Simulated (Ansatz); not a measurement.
# ZrB2 (P6/mmm) in Ansatz: a series of runs

Runs on ZrB2. Level: PBEsol. Tasks: relaxation of cell and atoms.

All numbers are computed with Ansatz 0.2.0; they aren't measurements. Logs are shortened: lines on timing, memory, paths and dates and some standing lists are left out, and cuts for length are marked.

**1. Starting point**

Symmetry: P6/mmm, No. 191, hexagonal system. Conventional cell: a = 3.170 Å, b = 3.170 Å, c = 3.533 Å, α = 90.00°, β = 90.00°, γ = 120.00°. Around Zr (site symmetry 6/mmm) lie 12 B at 2.54 Å. B (site symmetry -6m2) has 3 B at 1.83 Å as nearest neighbours.

**2. Relaxation of cell and atoms, PBEsol**

input.yaml

```yaml
crystal:
  lattice:
    - [3.17, 0.0, 0.0]
    - [-1.585, 2.74530053, 0.0]
    - [0.0, 0.0, 3.533]
  atoms:
    - { symbol: Zr, position: [0.0, 0.0, 0.0] }
    - { symbol: B, position: [0.6666666667, 0.3333333333, 0.5] }
    - { symbol: B, position: [0.3333333333, 0.6666666667, 0.5] }
kpoints:
  mp_grid: { grid: [10, 10, 8] }
scf:
  occupations: { method: fermi_dirac, width: 0.05 }
hamiltonian:
  xc: pbesol
  pseudopotentials: { kind: all_electron, lapw: { basis_error: 0.002 } }
output:
  forces: true
  stress: true
relax:
  f_tol: 0.01
  max_steps: 60
  cell: {}
```

Potentials or basis: all-electron LAPW, scalar-relativistic.

Launch:

```console
ansatz run input.yaml --threads 2 --pin off --max-ram 8192MiB --backend cpu --events-out ev --progress --plain --runs-dir out
```

Output:

```text
Warning: RAYON_NUM_THREADS=2 ignored (pool sized by the plan → 2); use --threads N
The last accepted step is kept in <dir> (removed where the run ends without a failure and the disk answers)
LAPW: plane waves up to 8.399 Å⁻¹, error target 2.0e-3 eV per atom; small_component_spin mean_spin; B in spheres of 0.888 Å, 5 of its electrons in bands, Dirac shells []; Zr in spheres of 1.230 Å, 30 of its electrons in bands, Dirac shells [] (how accurate: hamiltonian.pseudopotentials.lapw.basis_error, Limitations)
Engine: ansatz 0.2.0, aarch64-unknown-linux-gnu
Pseudopotentials: kind: all_electron
Pseudopotential: Zr, LAPW, valence charge 30, lapw/all_electron/scalar/gaussian/Zr, Koelling and Harmon's equation, gaussian nucleus
Pseudopotential: B, LAPW, valence charge 5, lapw/all_electron/scalar/gaussian/B, Koelling and Harmon's equation, gaussian nucleus
Functional definition: PBEsol
  exchange = pbesol_x
  correlation = pbesol_c
Crystal: 3 atoms, lattice volume = 30.746 Å³
Basis set: ecut = 268.77718815103356 eV, 303 PW (Γ), exchange–correlation at level 2
Bands: 24, of which v1, the nominal top of the filled ones, is band 20 counted from 1 (19 counted from 0)
Symmetry: 24 space group operations
Space group: P6/mmm (ITA 191), of the structure as read, at distance tolerance 3.1e-5 Å
k-points: 70 of 800
Non-local potential: Zr, projectors of the file, none
Non-local potential: B, projectors of the file, none
Initial density: superposition of atomic densities (chi_scale 0.1, normalization cell, long waves kept (reshape's long-wave potential 0.00 eV rms))
Initial wavefunctions: plane waves of lowest kinetic energy (no species holds an atomic orbital)
Functional: x = pbesol(κ = 0.804, μ = 0.12345679012345678), c = pbesol(β = 0.046)
iter 1 solved again at ethr=7.65e-3 eV; its pass at ethr=1.00e-1 eV (dr2=3.06e0 eV) is discarded
SCF iter   1: F=—  HF=-99222.165045 eV  |F-HF|=—  |Δ(HF+E_count)|=         —  Δρ=7.07e-2  dr2=3.06e0  ethr=7.65e-3  ⟨swp⟩=2.0  Hψ=11005  notcnv=0
preconditioner: auto → none  [metal: Δε(μ)=0.126 eV  Ē_g=17.008 eV  σ=0.050 eV  W_gap=0.46  n_scr=8 (ndim 8)  ℏωp=26.8 eV  f_vac=0.000  D(μ)=0.34/eV (n_scr^D=0)  sad-step TF]
SCF iter   2: F=—  HF=-99221.301345 eV  |F-HF|=—  |Δ(HF+E_count)|=   8.64e-1  Δρ=3.69e-2  dr2=8.37e-1  ethr=7.65e-3  ⟨swp⟩=2.1  Hψ=4507  notcnv=0
iter 3 solved again at ethr=1.28e-4 eV; its pass at ethr=2.09e-3 eV (dr2=5.11e-2 eV) is discarded
SCF iter   3: F=—  HF=-99221.087070 eV  |F-HF|=—  |Δ(HF+E_count)|=   2.14e-1  Δρ=9.48e-3  dr2=5.12e-2  ethr=1.28e-4  ⟨swp⟩=2.0  Hψ=8836  notcnv=0
SCF iter   4: F=—  HF=-99221.064753 eV  |F-HF|=—  |Δ(HF+E_count)|=   2.23e-2  Δρ=1.99e-3  dr2=7.17e-4  ethr=1.28e-4  ⟨swp⟩=3.0  Hψ=5225  notcnv=0
SCF iter   5: F=—  HF=-99221.063501 eV  |F-HF|=—  |Δ(HF+E_count)|=   1.25e-3  Δρ=6.51e-4  dr2=1.29e-4  ethr=1.79e-6  ⟨swp⟩=3.0  Hψ=5022  notcnv=0
SCF iter   6: F=—  HF=-99221.063485 eV  |F-HF|=—  |Δ(HF+E_count)|=   1.61e-5  Δρ=9.17e-5  dr2=3.13e-6  ethr=3.22e-7  ⟨swp⟩=3.0  Hψ=4835  notcnv=0
SCF iter   7: F=-99221.063484 eV  HF=-99221.063484 eV  |F-HF|=1.44e-8  |Δ(HF+E_count)|=   7.73e-7  Δρ=7.69e-6  dr2=1.38e-8  ethr=7.83e-9  ⟨swp⟩=3.0  Hψ=4925  notcnv=0
SCF 1 converged in 7 iterations: F = -99221.063484 eV  dr2 = 1.38e-8
relax step   1: F+E_penalty+E_count = -99221.06348444 eV  Δ(F+E_penalty+E_count) = +0.000e0 eV  max|allowed force component| = 1.542e-17 eV/Å  Δτ_max = 0.0000 Å  P = -4.053 GPa  Ω = 30.746 Å³  (7 SCF iters, accepted)
Crystal: 3 atoms, lattice volume = 29.997 Å³
Basis set: ecut = 273.23496519245253 eV, 303 PW (Γ), exchange–correlation at level 2
Initial density: handed on by an earlier stage of this run
Initial wavefunctions: those handed on with the density
iter 1 solved again at ethr=1.56e-6 eV; its pass at ethr=1.00e-1 eV (dr2=6.26e-4 eV) is discarded
SCF iter   1: F=—  HF=-99221.067536 eV  |F-HF|=—  |Δ(HF+E_count)|=         —  Δρ=1.15e-3  dr2=5.94e-4  ethr=1.56e-6  ⟨swp⟩=4.1  Hψ=9107  notcnv=0
preconditioner: auto → none  [insulator: Δε(μ)=0.209 eV  Ē_g=17.007 eV  σ=0.050 eV  W_gap=0.66  n_scr=8 (ndim 8)  ℏωp=27.1 eV  f_vac=0.000  D(μ)=0.34/eV (n_scr^D=0)  ε∞_Penn≈3.5]
iter 2 solved again at ethr=1.27e-7 eV; its pass at ethr=1.49e-6 eV (dr2=5.08e-5 eV) is discarded
SCF iter   2: F=—  HF=-99221.067342 eV  |F-HF|=—  |Δ(HF+E_count)|=   1.93e-4  Δρ=4.09e-4  dr2=5.08e-5  ethr=1.27e-7  ⟨swp⟩=2.0  Hψ=8427  notcnv=0
SCF iter   3: F=—  HF=-99221.067325 eV  |F-HF|=—  |Δ(HF+E_count)|=   1.72e-5  Δρ=2.09e-4  dr2=1.18e-5  ethr=1.27e-7  ⟨swp⟩=3.0  Hψ=4923  notcnv=0
SCF iter   4: F=—  HF=-99221.067323 eV  |F-HF|=—  |Δ(HF+E_count)|=   2.29e-6  Δρ=7.21e-5  dr2=9.73e-7  ethr=2.95e-8  ⟨swp⟩=2.5  Hψ=4716  notcnv=0
SCF iter   5: F=-99221.067323 eV  HF=-99221.067323 eV  |F-HF|=6.40e-9  |Δ(HF+E_count)|=   6.31e-8  Δρ=1.10e-5  dr2=1.84e-8  ethr=2.43e-9  ⟨swp⟩=2.9  Hψ=4785  notcnv=0
SCF 2 converged in 5 iterations: F = -99221.067323 eV  dr2 = 1.84e-8
relax step   2: F+E_penalty+E_count = -99221.06732298 eV  Δ(F+E_penalty+E_count) = -3.839e-3 eV  max|allowed force component| = 7.710e-17 eV/Å  Δτ_max = 0.0000 Å  P = +1.906 GPa  Ω = 29.997 Å³  (5 SCF iters, accepted)
Crystal: 3 atoms, lattice volume = 30.219 Å³
Basis set: ecut = 271.89210231072843 eV, 303 PW (Γ), exchange–correlation at level 2
iter 1 solved again at ethr=5.13e-7 eV; its pass at ethr=1.00e-1 eV (dr2=2.05e-4 eV) is discarded
SCF iter   1: F=—  HF=-99221.069980 eV  |F-HF|=—  |Δ(HF+E_count)|=         —  Δρ=8.08e-4  dr2=1.86e-4  ethr=5.13e-7  ⟨swp⟩=4.3  Hψ=9372  notcnv=0
preconditioner: auto → none  [insulator: Δε(μ)=0.198 eV  Ē_g=16.963 eV  σ=0.050 eV  W_gap=0.63  n_scr=8 (ndim 8)  ℏωp=27.0 eV  f_vac=0.000  D(μ)=0.33/eV (n_scr^D=0)  ε∞_Penn≈3.5]
SCF iter   2: F=—  HF=-99221.069906 eV  |F-HF|=—  |Δ(HF+E_count)|=   7.38e-5  Δρ=3.00e-4  dr2=2.24e-5  ethr=4.65e-7  ⟨swp⟩=2.5  Hψ=4737  notcnv=0
SCF iter   3: F=—  HF=-99221.069905 eV  |F-HF|=—  |Δ(HF+E_count)|=   1.04e-6  Δρ=1.21e-4  dr2=6.43e-6  ethr=5.60e-8  ⟨swp⟩=3.0  Hψ=4986  notcnv=0
iter 4 solved again at ethr=4.90e-10 eV; its pass at ethr=1.61e-8 eV (dr2=1.96e-7 eV) is discarded
SCF iter   4: F=—  HF=-99221.069903 eV  |F-HF|=—  |Δ(HF+E_count)|=   2.12e-6  Δρ=3.29e-5  dr2=1.96e-7  ethr=4.90e-10  ⟨swp⟩=2.0  Hψ=8355  notcnv=0
SCF iter   5: F=-99221.069903 eV  HF=-99221.069903 eV  |F-HF|=4.71e-9  |Δ(HF+E_count)|=   1.70e-9  Δρ=3.12e-6  dr2=1.51e-9  ethr=4.90e-10  ⟨swp⟩=2.0  Hψ=4687  notcnv=0
SCF 3 converged in 5 iterations: F = -99221.069903 eV  dr2 = 1.51e-9
relax step   3: F+E_penalty+E_count = -99221.06990308 eV  Δ(F+E_penalty+E_count) = -2.580e-3 eV  max|allowed force component| = 6.476e-17 eV/Å  Δτ_max = 0.0000 Å  P = +0.159 GPa  Ω = 30.219 Å³  (5 SCF iters, accepted)
Crystal: 3 atoms, lattice volume = 30.241 Å³
Basis set: ecut = 271.7603997365234 eV, 303 PW (Γ), exchange–correlation at level 2
iter 1 solved again at ethr=6.24e-8 eV; its pass at ethr=1.00e-1 eV (dr2=2.50e-5 eV) is discarded
SCF iter   1: F=—  HF=-99221.070061 eV  |F-HF|=—  |Δ(HF+E_count)|=         —  Δρ=3.02e-4  dr2=3.36e-5  ethr=6.24e-8  ⟨swp⟩=5.0  Hψ=9237  notcnv=0
preconditioner: auto → none  [insulator: Δε(μ)=0.202 eV  Ē_g=16.961 eV  σ=0.050 eV  W_gap=0.64  n_scr=8 (ndim 8)  ℏωp=27.0 eV  f_vac=0.000  D(μ)=0.33/eV (n_scr^D=0)  ε∞_Penn≈3.5]
SCF iter   2: F=—  HF=-99221.070053 eV  |F-HF|=—  |Δ(HF+E_count)|=   7.55e-6  Δρ=1.02e-4  dr2=4.83e-6  ethr=6.24e-8  ⟨swp⟩=3.0  Hψ=5017  notcnv=0
SCF iter   3: F=—  HF=-99221.070051 eV  |F-HF|=—  |Δ(HF+E_count)|=   1.74e-6  Δρ=5.04e-5  dr2=6.92e-7  ethr=1.21e-8  ⟨swp⟩=3.0  Hψ=4917  notcnv=0
SCF iter   4: F=—  HF=-99221.070051 eV  |F-HF|=—  |Δ(HF+E_count)|=   1.98e-7  Δρ=2.02e-5  dr2=1.02e-7  ethr=1.73e-9  ⟨swp⟩=2.3  Hψ=4713  notcnv=0
iter 5 solved again at ethr=8.60e-12 eV; its pass at ethr=2.55e-10 eV (dr2=3.44e-9 eV) is discarded
SCF iter   5: F=-99221.070051 eV  HF=-99221.070051 eV  |F-HF|=4.26e-9  |Δ(HF+E_count)|=   3.80e-8  Δρ=3.80e-6  dr2=3.44e-9  ethr=8.60e-12  ⟨swp⟩=2.0  Hψ=8220  notcnv=0
SCF 4 converged in 5 iterations: F = -99221.070051 eV  dr2 = 3.44e-9
relax step   4: F+E_penalty+E_count = -99221.07005101 eV  Δ(F+E_penalty+E_count) = -1.479e-4 eV  max|allowed force component| = 1.511e-16 eV/Å  Δτ_max = 0.0000 Å  P = -0.059 GPa  Ω = 30.241 Å³  (5 SCF iters, accepted)
Crystal: 3 atoms, lattice volume = 30.234 Å³
Basis set: ecut = 271.8020331474473 eV, 303 PW (Γ), exchange–correlation at level 2
iter 1 solved again at ethr=4.16e-10 eV; its pass at ethr=1.00e-1 eV (dr2=1.67e-7 eV) is discarded
SCF iter   1: F=—  HF=-99221.070050 eV  |F-HF|=—  |Δ(HF+E_count)|=         —  Δρ=2.22e-5  dr2=2.33e-7  ethr=4.16e-10  ⟨swp⟩=4.9  Hψ=9041  notcnv=0
preconditioner: auto → none  [insulator: Δε(μ)=0.202 eV  Ē_g=16.962 eV  σ=0.050 eV  W_gap=0.64  n_scr=8 (ndim 8)  ℏωp=27.0 eV  f_vac=0.000  D(μ)=0.33/eV (n_scr^D=0)  ε∞_Penn≈3.5]
SCF iter   2: F=-99221.070053 eV  HF=-99221.070053 eV  |F-HF|=3.72e-8  |Δ(HF+E_count)|=   2.89e-6  Δρ=7.09e-6  dr2=3.11e-8  ethr=4.16e-10  ⟨swp⟩=3.0  Hψ=5040  notcnv=0
SCF 5 converged in 2 iterations: F = -99221.070053 eV  dr2 = 3.11e-8
relax step   5: F+E_penalty+E_count = -99221.07005269 eV  Δ(F+E_penalty+E_count) = -1.679e-6 eV  max|allowed force component| = 6.785e-17 eV/Å  Δτ_max = 0.0000 Å  P = +0.001 GPa  Ω = 30.234 Å³  (2 SCF iters, accepted)
iter 1 solved again at ethr=7.95e-11 eV; its pass at ethr=1.00e-1 eV (dr2=3.18e-8 eV) is discarded
SCF iter   1: F=—  HF=-99221.070052 eV  |F-HF|=—  |Δ(HF+E_count)|=         —  Δρ=7.14e-6  dr2=3.14e-8  ethr=7.95e-11  ⟨swp⟩=3.5  Hψ=8767  notcnv=0  reapply=3
SCF iter   2: F=-99221.070055 eV  HF=-99221.070055 eV  |F-HF|=8.29e-9  |Δ(HF+E_count)|=   2.96e-6  Δρ=4.24e-6  dr2=9.54e-9  ethr=7.86e-11  ⟨swp⟩=3.0  Hψ=5119  notcnv=0
SCF 6 converged in 2 iterations: F = -99221.070055 eV  dr2 = 9.54e-9
relax step   6: F+E_penalty+E_count = -99221.07005525 eV  Δ(F+E_penalty+E_count) = -2.560e-6 eV  max|allowed force component| = 2.776e-17 eV/Å  Δτ_max = 0.0000 Å  P = -0.001 GPa  Ω = 30.234 Å³  stress off target by 1.71e-3 GPa  SCF on the basis re-selected at this cell (its energy is not comparable with the rows above)  (2 SCF iters)
basis re-selected at this cell: Δ(F+E_penalty+E_count) = -2.560e-6 eV, ΔP = -0.002 GPa vs the last step (what re-selecting the basis moved, after the strain that the cell walked since its last selection, with what the two solves' SCF thresholds leave and, on support functions, any second-order correction that the steps lacked; it is no measure of the basis error at this ecutwfc). This SCF's stress stands 1.71e-3 GPa from its target on what of the cell is left free (relax.cell.stress_tol is 5.00e-2 GPa) and its largest allowed force component is 2.78e-17 eV/Å (relax.f_tol is 1.00e-2 eV/Å): within both
SCF converged after 2 iterations
Free energy (F): -99221.070055 eV
Harris-Foulkes:  -99221.070055 eV  (|F-HF|=8.29e-9)
Internal energy: -99221.067267 eV  (E = F + TS)
E sigma→0 (E₀):  -99221.068661 eV
Entropy (-TS):   -0.002788 eV (-0.929 meV/atom)
Fermi energy:    17.372820 eV
--- Per-component energies (eV) ---
  E_band       = -4641.127355
  E_kinetic    = 102425.581698
  E_xc         = -3273.129841
  E_electrostatic = -198373.519124  (all electrons and nuclei)
  E_smearing   = -0.002788  (= −TS)
  E_closure    = 0.000000  (closes the sum)
  E_atoms      = -99195.794468  (free atoms, spherical and without spin; not in F)
  Σ components = -99221.070055   (vs F -99221.070055, Δ=0.00e0)
  Basis errors (estimates in eV, not in F): energy 1.0e-3 per atom: plane waves 1.0e-3 (5.7e-4 summed), levels above the bands 4.1e-18, relativity 1.1e-8, radial functions 4.2e-5, core shells 4.1e-12; eigenvalues (radial functions only) 4.6e-6; not estimated: angular momenta, meshes, grids; target (lapw.basis_error) 2.0e-3; muffin-tin radii B 0.883 Å, Zr 1.223 Å
--- Forces (eV/Å), atoms counted from 1 ---
  atom   1  Zr     0.00000000     0.00000000     0.00000000
  atom   2  B      0.00000000    -0.00000000     0.00000000
  atom   3  B     -0.00000000     0.00000000     0.00000000
  max |Σ_I F_I| component: 1.97e-31 eV/Å
--- Stress (GPa, compression-positive) ---
       -0.001705       0.000000      -0.000000
        0.000000      -0.001705      -0.000000
       -0.000000      -0.000000      -0.000814
  P = ⅓ Tr σ = -0.0014 GPa (-0.014 kbar)
--- Relaxed structure (5 steps of the walk, 5 accepted, 1 SCFs on fresh bases) ---
  F+E_penalty+E_count = -99221.07005525 eV   max|allowed force component| = 2.776e-17 eV/Å   (the final SCF, on the basis selected at the relaxed cell)
  cell:  # Å, volume = 30.2345 Å³
    - [3.1535135631383215, 0.0, 0.0]
    - [-1.5767567815691608, 2.7310228568565686, 0.0]
    - [0.0, 0.0, 3.510607797915966]
  atoms:
    - { symbol: Zr, position: [1.275282953899007e-35, -4.871784839781184e-36, 0.0] }
    - { symbol: B, position: [0.6666666666666667, 0.33333333333333337, 0.5000000000000001] }
    - { symbol: B, position: [0.33333333333333337, 0.6666666666666667, 0.5000000000000001] }
```

Wall time 19 s (2 threads of Arm Neoverse V1, shared host); peak memory 0.34 GiB.

Results:

```
Free energy                            : -99221.0701 eV
Relaxed volume                         : 10.08 Å³/atom
Relaxed cell                           : a = 3.154 Å, b = 3.154 Å, c = 3.511 Å, α = 90.00°, β = 90.00°, γ = 120.00°
Space group after relaxing (to 0.05 Å) : P6/mmm (No. 191)
Energy gained by relaxing              : 2.2 meV/atom
Ionic steps                            : 6
Pressure after relaxing                : 0.0 GPa
```

Step by step:
```csv
step,energy change (eV),largest force (eV/Å),volume (Å³)
1,0.0000,0.0000,30.75
2,-0.0038,0.0000,30.00
3,-0.0064,0.0000,30.22
4,-0.0066,0.0000,30.24
5,-0.0066,0.0000,30.23
6,-0.0066,0.0000,30.23
```

Final structure:
```
Zr B
1.0
     3.15351    0.00000    0.00000
    -1.57676    2.73102    0.00000
     0.00000    0.00000    3.51061
Zr B
1 2
Direct
  0.00000 0.00000 0.00000
  0.66667 0.33333 0.50000
  0.33333 0.66667 0.50000
```

**3. Relaxation of cell and atoms, PBEsol, target pressure 5 GPa, at which the enthalpy is minimised**

Edit input.yaml of step 2 so:

```diff
@@ -22,2 +22,2 @@
   max_steps: 60
-  cell: {}
+  cell: { p_target: 5 }
```

Potentials or basis: all-electron LAPW, scalar-relativistic.

Launch:

```console
ansatz run input.yaml --threads 2 --pin off --max-ram 8192MiB --backend cpu --events-out ev --progress --plain --runs-dir out
```

Run time: 20 s. Hardware: 2 threads of Arm Neoverse V1, shared host; peak memory 0.34 GiB.

The run converged. Its results:

```yaml
Free_energy: -99221.0612 eV
Relaxed_volume: 9.89 Å³/atom
Relaxed_cell: a = 3.134 Å, b = 3.134 Å, c = 3.486 Å, α = 90.00°, β = 90.00°, γ = 120.00°
Space_group_after_relaxing_to_0.05_Å: P6/mmm (No. 191)
Energy_change_on_relaxing_the_enthalpy_is_what_falls: +0.8 meV/atom
Ionic_steps: 6
Pressure_after_relaxing: 5.0 GPa
```

Step by step:
```
step  energy change (eV)  largest force (eV/Å)  volume (Å³)
   1              0.0000                0.0000        30.75
   2              0.0361                0.0000        29.09
   3              0.0033                0.0000        29.65
   4              0.0017                0.0000        29.68
   5              0.0023                0.0000        29.66
   6              0.0023                0.0000        29.66
```

Final structure:
```
Zr B
1.0
     3.13443    0.00000    0.00000
    -1.56722    2.71450    0.00000
     0.00000    0.00000    3.48566
Zr B
1 2
Direct
  0.00000 0.00000 0.00000
  0.66667 0.33333 0.50000
  0.33333 0.66667 0.50000
```

**4. Relaxation of cell and atoms, PBEsol, target pressure 10 GPa, at which the enthalpy is minimised**

Edit input.yaml of step 3 so:

```diff
@@ -22,2 +22,2 @@
   max_steps: 60
-  cell: { p_target: 5 }
+  cell: { p_target: 10 }
```

Launch:

```console
ansatz run input.yaml --threads 2 --pin off --max-ram 8192MiB --backend cpu --events-out ev --progress --plain --runs-dir out
```

Wall time 21 s (2 threads of Arm Neoverse V1, shared host); peak memory 0.34 GiB.

The run converged. Its results:

```
Free energy                                            : -99221.0366 eV
Relaxed volume                                         : 9.71 Å³/atom
Relaxed cell                                           : a = 3.117 Å, b = 3.117 Å, c = 3.463 Å, α = 90.00°, β = 90.00°, γ = 120.00°
Space group after relaxing (to 0.05 Å)                 : P6/mmm (No. 191)
Energy change on relaxing (the enthalpy is what falls) : +9.0 meV/atom
Ionic steps                                            : 6
Pressure after relaxing                                : 10.0 GPa
```

The path:
```tsv
step	energy change (eV)	largest force (eV/Å)	volume (Å³)
1	0.0000	0.0000	30.75
2	0.1304	0.0000	28.20
3	0.0272	0.0000	29.15
4	0.0245	0.0000	29.17
5	0.0269	0.0000	29.13
6	0.0269	0.0000	29.13
```

Final structure:
```xyz
3
Lattice="3.1166 0.0000 0.0000 -1.5583 2.6991 0.0000 0.0000 0.0000 3.4628" Properties=species:S:1:pos:R:3 pbc="T T T"
Zr    0.0000    0.0000    0.0000
B     1.5583    0.8997    1.7314
B     0.0000    1.7994    1.7314
```

(Continued in part 2 of 2.)
